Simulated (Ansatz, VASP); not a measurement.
**Two plane-wave programs on As**

```
As
1.0
     1.86331   -5.43407    0.00000
     1.86331    5.43407    0.00000
     0.00000    0.00000    4.29822
As
4
Direct
  0.11189 0.88811 0.94394
  0.61189 0.38811 0.55606
  0.88811 0.11189 0.05606
  0.38811 0.61189 0.44394
```

This isn't the form of As at room conditions, which is rhombohedral.

Alike in both runs: functional PBEsol; k mesh 12 × 12 × 10; occupations gaussian, width 0.1 eV; no spin polarisation.

Ansatz relaxed the structure, and its values are those at the end. VASP's run is a single point on that final structure, the one shown.

|  | VASP | Ansatz |
| --- | --- | --- |
| version | VASP 6.6.1 | Ansatz 0.2.0 |
| potentials or method | VASP PAW PBE potentials, release 64 (As) | scalar-relativistic, plane waves, PAW |
| plane-wave cutoff (eV) | 520 | 420 |
| valence electrons in the cell | 20 | 60 |

Ansatz gave:

| Item | Value |
| --- | --- |
| gap on the k mesh at the Fermi level (eV) | none |
| pressure (GPa) | 0.0 |
| rms of the force components (eV/Å) | 0.002 |

Problem. What did VASP give for the same quantities?

Solution. gap on the k mesh at the Fermi level (eV): none; pressure (GPa): 0.4; rms of the force components (eV/Å): 0.042.

A gap of «none» marks a metal or a gap that the smearing closes. The two sets of potentials don't hold the same shells in valence.

Caveats: the PAW data sets were made with another functional, which shifts forces and pressure a little (VASP).
